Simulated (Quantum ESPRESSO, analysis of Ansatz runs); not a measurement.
## In2O3 (R-3c), nudged elastic band: V_O hop (2.8 Å) (q = +2) (Quantum ESPRESSO)

Aim: the barrier of one jump in In2O3 (R-3c) at charge +2: V_O hop (2.8 Å). The model is a cell of 80 host atoms with 1 O taken out; O is the atom that moves.

Calculated with Quantum ESPRESSO 7.5; Quantum ESPRESSO plane-wave DFT, PBEsol, GBRV 1.5 PBEsol potentials; nudged elastic band between two relaxed defect structures at fixed charge in a uniform background.

### Step 1. The starting structure

The cell holds 79 atoms: 32 In and 47 O. Its edges and angles: a = 11.552 Å, b = 11.552 Å, c = 11.552 Å, α = 56.8°, β = 56.8°, γ = 56.8°. It derives from In2O3 (space group R-3c). Nearest the centre at fractional (0.375, 0.449, 0.801): O37 at 1.42 Å, In12 at 1.73 Å, In11 at 1.77 Å, O6 at 2.47 Å, In73 at 2.63 Å, O38 at 2.65 Å, In33 at 2.67 Å, O19 at 2.68 Å. The cell carries charge +2.

The cell's shortest repeat is 11.0 Å.

### Step 2. Relaxation of the start point, charge +2

A barrier is counted from a minimum, so both ends are relaxed first. Small random displacements break the symmetry of the ideal sites, so that the defect can distort if it gains by it. The charge of +2 is set by the electron count, and a uniform background keeps the cell neutral.

Input file pw.in:

```
&CONTROL
  calculation = 'relax'
  prefix = 'pwscf'
  outdir = './tmp'
  pseudo_dir = './pseudo'
  tprnfor = .true.
  disk_io = 'low'
  nstep = 70
  forc_conv_thr = 0.00078
  etot_conv_thr = 0.0001
/
&SYSTEM
  ibrav = 0
  nat = 79
  ntyp = 2
  ecutwfc = 36
  ecutrho = 288
  nbnd = 352
  occupations = 'fixed'
  tot_charge = 2
  nosym = .true.
/
&ELECTRONS
  conv_thr = 8d-08
  electron_maxstep = 100
  mixing_beta = 0.5
/
&IONS
  ion_dynamics = 'bfgs'
/
ATOMIC_SPECIES
In   114.8180 in_pbesol_v1.4.uspp.F.UPF
O     15.9990 o_pbesol_v1.2.uspp.F.UPF
CELL_PARAMETERS angstrom
   5.4978745703    3.1741994431    9.6511633505
  -5.4978745703    3.1741994431    9.6511633505
   0.0000000000   -6.3483986861    9.6511633503
ATOMIC_POSITIONS crystal
In     0.3216695629    0.3216530078    0.3181794761
In     0.4258352123    0.4292859921    0.4290862919
In     0.1800340376    0.1798043797    0.1754872345
In     0.0705654166    0.0744689180    0.0698483624
O      0.0216919770    0.3730962419    0.2301147274
O      0.3745607087    0.2241792736    0.0253603287
O      0.2239185437    0.0234054801    0.3757316433
O      0.4752290977    0.1241846887    0.2762263175
O      0.2720031440    0.4757013317    0.1242015918
O      0.1224146026    0.2757155750    0.4775071823
In     0.3180377530    0.3224835514    0.8214627896
In     0.4279187314    0.4307489530    0.9261189692
In     0.1794587797    0.1796261802    0.6756001067
In     0.0708198142    0.0744147002    0.5695384938
O      0.0219908525    0.3776597141    0.7276561297
O      0.3734531986    0.2302307771    0.5215251796
O      0.2279985218    0.0255283473    0.8725333900
O      0.4750996396    0.1279913678    0.7732539582
O      0.2736727668    0.4791567558    0.6218799301
O      0.1269645988    0.2728340685    0.9739828662
In     0.3211174439    0.8189925292    0.3242520841
In     0.4255378859    0.9303886488    0.4300131241
In     0.1802649573    0.6777723237    0.1762680043
In     0.0697669360    0.5717022893    0.0693701595
O      0.0228965418    0.8767964221    0.2282161077
O      0.3761606336    0.7237399245    0.0237475328
O      0.2278132475    0.5246289026    0.3717274211
O      0.4761897911    0.6276183807    0.2704109604
O      0.2709445137    0.9759324091    0.1280914245
O      0.1259255122    0.7756260720    0.4748899887
In     0.3220473919    0.8222229986    0.8179250842
In     0.4316802013    0.9269080968    0.9293153586
In     0.1766043969    0.6798756620    0.6774792042
In     0.0681003010    0.5730448244    0.5712131448
O      0.0242827682    0.8759279286    0.7237118478
O      0.3739432353    0.7301068216    0.5228158518
O      0.2269148776    0.5241567870    0.8768282214
O      0.4767666168    0.6223022443    0.7757189153
O      0.2717895015    0.9756487576    0.6283050620
O      0.1245347261    0.7760880790    0.9748342786
In     0.8198716593    0.3190719857    0.3240550215
In     0.9258488446    0.4305387091    0.4304939982
In     0.6766174185    0.1806498686    0.1772446669
In     0.5723200904    0.0693199425    0.0737229664
O      0.5225941995    0.3742524127    0.2301097157
O      0.8774139159    0.2240767707    0.0229296901
O      0.7264538535    0.0230077609    0.3778494499
O      0.9745419168    0.1256010381    0.2722954280
O      0.7717080588    0.4775438545    0.1278061650
O      0.6261397423    0.2749810313    0.4739215670
In     0.8180547279    0.3220426602    0.8216734795
In     0.9269668451    0.4268764524    0.9306126162
In     0.6773556741    0.1806270969    0.6806495500
In     0.5687736563    0.0716033097    0.5740367898
O      0.8756553152    0.2238986490    0.5251274008
O      0.7251592283    0.0228384885    0.8781387378
O      0.9760514657    0.1242024365    0.7716530741
O      0.7733196910    0.4739084573    0.6271547166
O      0.6233222043    0.2741576655    0.9794791296
In     0.8195644788    0.8242866324    0.3195733229
In     0.9273332340    0.9299447408    0.4312431648
In     0.6757285945    0.6805953514    0.1802764591
In     0.5745145273    0.5699678202    0.0699636248
O      0.5214380924    0.8751947973    0.2300356767
O      0.8776650731    0.7249616747    0.0238813690
O      0.7300159504    0.5230717407    0.3738653684
O      0.9769445804    0.6261607036    0.2699708337
O      0.7760316363    0.9765133645    0.1245079390
O      0.6273652615    0.7714843085    0.4748093561
In     0.8191513284    0.8234715454    0.8195015390
In     0.9285743203    0.9286109917    0.9264429155
In     0.6763051285    0.6817198592    0.6784362186
In     0.5695249466    0.5710222874    0.5700703267
O      0.5199929510    0.8765833416    0.7267514930
O      0.8728199512    0.7300502193    0.5220189078
O      0.7261175707    0.5203146675    0.8769388826
O      0.9741145359    0.6261345098    0.7752009012
O      0.7716590084    0.9803152690    0.6241677010
O      0.6266268019    0.7703800249    0.9790492903
K_POINTS gamma
```

On the command line:

```
OMP_NUM_THREADS=1 mpirun -n 4 pw.x -in pw.in > pw.out
```

The program printed:

```text
[shortened: banners, details of potentials and solvers, and blank lines are left out]
     gamma-point specific algorithms are used
     one sub-group per band group will be used
     scalapack distributed-memory algorithm (size of sub-group:  2*  2 procs)
     bravais-lattice index     =            0
     lattice parameter (alat)  =      21.8300  a.u.
     unit-cell volume          =    6819.5630 (a.u.)^3
     number of atoms/cell      =           79
     number of atomic types    =            2
     number of electrons       =       696.00
     number of Kohn-Sham states=          352
     kinetic-energy cutoff     =      36.0000  Ry
     charge density cutoff     =     288.0000  Ry
     scf convergence threshold =      8.0E-08
     mixing beta               =       0.5000
     number of iterations used =            8  plain     mixing
     energy convergence thresh.=      1.0E-04
     force convergence thresh. =      7.8E-04
     Exchange-correlation= SLA  PW   PSX  PSC
                           (   1   4  10   8   0   0   0)
     nstep                     =           70
     crystal axes: (cart. coord. in units of alat)
               a(1) = (   0.475927   0.274777   0.835459 )
               a(2) = (  -0.475927   0.274777   0.835459 )
               a(3) = (   0.000000  -0.549553   0.835459 )
     PseudoPot. # 1 for In read from file:
     in_pbesol_v1.4.uspp.F.UPF
     Pseudo is Ultrasoft + core correction, Zval = 13.0
[...]
PseudoPot. # 2 for O  read from file:
     o_pbesol_v1.2.uspp.F.UPF
     Pseudo is Ultrasoft + core correction, Zval =  6.0
[...]
atomic species   valence    mass     pseudopotential
     In               13.00   114.81800     In( 1.00)
     O                 6.00    15.99900     O ( 1.00)
     No symmetry found
     site n.     atom                  positions (alat units)
         1        In     tau(   1) = (   0.0000079   0.0019134   0.8032954  )
         2        In     tau(   2) = (  -0.0016423  -0.0008384   1.0729025  )
         3        In     tau(   3) = (   0.0001093   0.0024356   0.4472426  )
         4        In     tau(   4) = (  -0.0018578   0.0014667   0.1795257  )
         5        O      tau(   5) = (  -0.1672427  -0.0179817   0.5220807  )
         6        O      tau(   6) = (   0.0715706   0.1505828   0.5214101  )
         7        O      tau(   7) = (   0.0954296  -0.1385256   0.5205374  )
         8        O      tau(   8) = (   0.1670715   0.0129038   0.7315613  )
[...]
number of k points=     1
                       cart. coord. in units 2pi/alat
        k(    1) = (   0.0000000   0.0000000   0.0000000), wk =   2.0000000
     Dense  grid:   281435 G-vectors     FFT dimensions: ( 120, 120, 120)
     Smooth grid:    99485 G-vectors     FFT dimensions: (  90,  90,  90)
     starting charge     649.9999, renormalised to     696.0000
     Self-consistent Calculation
     iteration #  1     ecut=    36.00 Ry     beta= 0.50
     total energy              =   -5768.85188294 Ry
     estimated scf accuracy    <      38.17529022 Ry
     iteration #  2     ecut=    36.00 Ry     beta= 0.50
     total energy              =   -5779.06218497 Ry
     estimated scf accuracy    <       5.96475138 Ry
     iteration #  3     ecut=    36.00 Ry     beta= 0.50
     total energy              =   -5780.14251504 Ry
     estimated scf accuracy    <       1.27289916 Ry
[...]
estimated scf accuracy    <       0.00036677 Ry
[... 132 further cycles ...]
     iteration #  6     ecut=    36.00 Ry     beta= 0.50
     total energy              =   -5780.50334278 Ry
     estimated scf accuracy    <          6.5E-09 Ry
     iteration #  7     ecut=    36.00 Ry     beta= 0.50
     total energy              =   -5780.50334278 Ry
     estimated scf accuracy    <          2.2E-09 Ry
     iteration #  8     ecut=    36.00 Ry     beta= 0.50
     End of self-consistent calculation
          k = 0.0000 0.0000 0.0000 ( 12405 PWs)   bands (ev):
    -8.7978  -8.4243  -8.3667  -8.3435  -8.3293  -8.3105  -8.2516  -8.2114
    -8.2082  -8.1971  -8.1931  -8.1535  -8.0887  -8.0754  -8.0704  -8.0512
    -7.9374  -7.9304  -7.9008  -7.8823  -7.8622  -7.8576  -7.8356  -7.8144
    -7.7977  -7.7956  -7.7905  -7.7837  -7.7721  -7.7674  -7.7516  -7.7447
    -7.7234  -7.7174  -7.7137  -7.7035  -7.6889  -7.6869  -7.6766  -7.6737
    -7.6717  -7.6276  -7.6265  -7.5930  -7.5563  -7.5166  -7.5112  -3.7125
    -3.7085  -3.6554  -3.6390  -3.6277  -3.6230  -3.6167  -3.6021  -3.5929
    -3.5624  -3.5460  -3.5342  -3.5116  -3.5110  -3.4921  -3.4791  -3.4717
[...]
highest occupied, lowest unoccupied level (ev):     8.8008    9.7116
!    total energy              =   -5780.50334278 Ry
     estimated scf accuracy    <          3.3E-10 Ry
     The total energy is the sum of the following terms:
     one-electron contribution =   -1447.37533493 Ry
     hartree contribution      =    1325.27408269 Ry
     xc contribution           =   -1539.27197159 Ry
     ewald contribution        =   -4119.13011895 Ry
     convergence has been achieved in   8 iterations
     Forces acting on atoms (cartesian axes, Ry/au):
     atom    1 type  1   force =    -0.00005814    0.00005883   -0.00035149
     atom    2 type  1   force =     0.00025335    0.00051604   -0.00053318
     atom    3 type  1   force =     0.00026807   -0.00032398    0.00048772
     atom    4 type  1   force =     0.00038476    0.00081562    0.00025547
     atom    5 type  2   force =     0.00049250    0.00050060    0.00014605
     atom    6 type  2   force =    -0.00005376   -0.00036278   -0.00001194
     atom    7 type  2   force =    -0.00073504   -0.00001580    0.00010174
     atom    8 type  2   force =     0.00015688    0.00033026    0.00008299
[...]
Total force =     0.004994     Total SCF correction =     0.000059
     Energy error            =      5.7E-05 Ry
     Gradient error          =      1.0E-03 Ry/Bohr
     number of scf cycles    =  17
     number of bfgs steps    =  16
     energy             old  =   -5780.5032855456 Ry
     energy             new  =   -5780.5033427834 Ry
     CASE: energy            _new < energy            _old
     new trust radius        =       0.0059149781 bohr
     new conv_thr            =       0.0000000008 Ry
ATOMIC_POSITIONS (crystal)
In               0.3189069357        0.3220247726        0.3270412466
In               0.4296545345        0.4294653261        0.4288304249
In               0.1780270528        0.1788130728        0.1802716850
In               0.0684450072        0.0718048162        0.0726391795
O                0.0222256282        0.3755462662        0.2269975580
O                0.3780734797        0.2330692339        0.0116071493
O                0.2262248494        0.0240624861        0.3751021371
O                0.4742527248        0.1321699596        0.2670386317
[...]
Self-consistent Calculation
     iteration #  1     ecut=    36.00 Ry     beta= 0.50
     total energy              =   -5780.50337677 Ry
     estimated scf accuracy    <       0.00002321 Ry
     iteration #  2     ecut=    36.00 Ry     beta= 0.50
     total energy              =   -5780.50337960 Ry
     estimated scf accuracy    <       0.00000478 Ry
     iteration #  3     ecut=    36.00 Ry     beta= 0.50
     total energy              =   -5780.50338058 Ry
     estimated scf accuracy    <       0.00000127 Ry
[...]
estimated scf accuracy    <       0.00000009 Ry
     iteration #  5     ecut=    36.00 Ry     beta= 0.50
     total energy              =   -5780.50338079 Ry
     estimated scf accuracy    <       0.00000004 Ry
     iteration #  6     ecut=    36.00 Ry     beta= 0.50
     total energy              =   -5780.50338080 Ry
     estimated scf accuracy    <          4.7E-09 Ry
     iteration #  7     ecut=    36.00 Ry     beta= 0.50
     End of self-consistent calculation
          k = 0.0000 0.0000 0.0000 ( 12405 PWs)   bands (ev):
    -8.7976  -8.4232  -8.3660  -8.3440  -8.3300  -8.3104  -8.2507  -8.2099
    -8.2082  -8.1970  -8.1929  -8.1544  -8.0885  -8.0732  -8.0697  -8.0509
    -7.9371  -7.9300  -7.9011  -7.8824  -7.8611  -7.8578  -7.8357  -7.8142
    -7.7981  -7.7946  -7.7898  -7.7826  -7.7713  -7.7673  -7.7532  -7.7452
    -7.7236  -7.7182  -7.7150  -7.7041  -7.6904  -7.6877  -7.6770  -7.6744
    -7.6733  -7.6288  -7.6272  -7.5944  -7.5566  -7.5174  -7.5121  -3.7103
    -3.7064  -3.6534  -3.6371  -3.6259  -3.6212  -3.6151  -3.6006  -3.5910
    -3.5606  -3.5448  -3.5324  -3.5103  -3.5101  -3.4910  -3.4780  -3.4706
[...]
highest occupied, lowest unoccupied level (ev):     8.8000    9.7122
!    total energy              =   -5780.50338080 Ry
     estimated scf accuracy    <          7.3E-10 Ry
     The total energy is the sum of the following terms:
     one-electron contribution =   -1447.42422393 Ry
     hartree contribution      =    1325.29824182 Ry
     xc contribution           =   -1539.27246361 Ry
     ewald contribution        =   -4119.10493508 Ry
     convergence has been achieved in   7 iterations
     Forces acting on atoms (cartesian axes, Ry/au):
     atom    1 type  1   force =    -0.00006911   -0.00010543   -0.00044394
     atom    2 type  1   force =     0.00025327    0.00000429   -0.00017742
     atom    3 type  1   force =     0.00024966   -0.00022470    0.00036272
     atom    4 type  1   force =     0.00043755    0.00057667    0.00028833
     atom    5 type  2   force =     0.00051752    0.00042409    0.00013428
     atom    6 type  2   force =    -0.00021638   -0.00028068   -0.00015178
     atom    7 type  2   force =    -0.00056255    0.00000915    0.00009361
     atom    8 type  2   force =     0.00016234    0.00007780   -0.00002605
[...]
Total force =     0.004242     Total SCF correction =     0.000079
     Energy error            =      3.8E-05 Ry
     Gradient error          =      7.6E-04 Ry/Bohr
     bfgs converged in  18 scf cycles and  17 bfgs steps
     (criteria: energy <  1.0E-04 Ry, force <  7.8E-04 Ry/Bohr)
     End of BFGS Geometry Optimization
     Final energy             =   -5780.5033808029 Ry
Begin final coordinates
ATOMIC_POSITIONS (crystal)
In               0.3189069357        0.3220247726        0.3270412466
In               0.4296545345        0.4294653261        0.4288304249
In               0.1780270528        0.1788130728        0.1802716850
In               0.0684450072        0.0718048162        0.0726391795
O                0.0222256282        0.3755462662        0.2269975580
O                0.3780734797        0.2330692339        0.0116071493
O                0.2262248494        0.0240624861        0.3751021371
O                0.4742527248        0.1321699596        0.2670386317
[...]
End final coordinates
   JOB DONE.
```

Wall time 21 min (4 MPI ranks of Arm Neoverse V1, shared host); peak memory 1.9 GiB.

The steps of the relaxation:

```
step  energy less that of the first step (eV)
   0                                   0.0000
   1                                  -0.9287
   2                                  -1.3641
   3                                  -1.5993
   4                                  -1.6950
   5                                  -1.7781
   6                                  -1.8208
   7                                  -1.8407
   8                                  -1.8620
   9                                  -1.8782
  10                                  -1.8879
  11                                  -1.8962
  12                                  -1.9004
  13                                  -1.9032
  14                                  -1.9049
  15                                  -1.9061
  16                                  -1.9068
  17                                  -1.9074
```

The atoms that moved most (Å):

```
atom      dx      dy      dz  length
In53   0.222   0.023  -0.162   0.276
In73  -0.091   0.187   0.166   0.267
In12  -0.064  -0.126   0.122   0.187
 O69  -0.114   0.015   0.108   0.158
 O78   0.091  -0.070  -0.108   0.157
In11  -0.035  -0.109  -0.095   0.149
 O59  -0.023   0.083  -0.105   0.136
  O6  -0.030   0.127  -0.013   0.131
```

Neighbours of O37 at the end:

```
atom  distance (Å)
In33         2.142
In24         2.203
In12         2.205
In11         2.249
  O6         2.698
 O19         2.854
  O9         2.974
 O38         2.988
```

This step gave:

```yaml
highest_filled_level: 8.800 eV
lowest_empty_level: 9.712 eV
r_m_s_move_of_the_farther_half_of_the_atoms: 0.03595 Å
largest_move_from_the_ideal_geometry_of_this_structure_a_common_shift_of_the_far_atoms_taken_out: 0.2576 Å
```

The relaxation gained 1.907 eV and ended with a largest force component of 0.020 eV/Å.

(Continued in part 2 of 3.)

[Logs are printed without paths, hosts, clocks, repeated set-up lines and the standing remarks that a program may print on its own settings, such as how far it seeks lower states.]

[Hosts, paths, dates, database ids (printed as entryN), source tags and the programs' standing remarks are cut or masked in the printed files.]
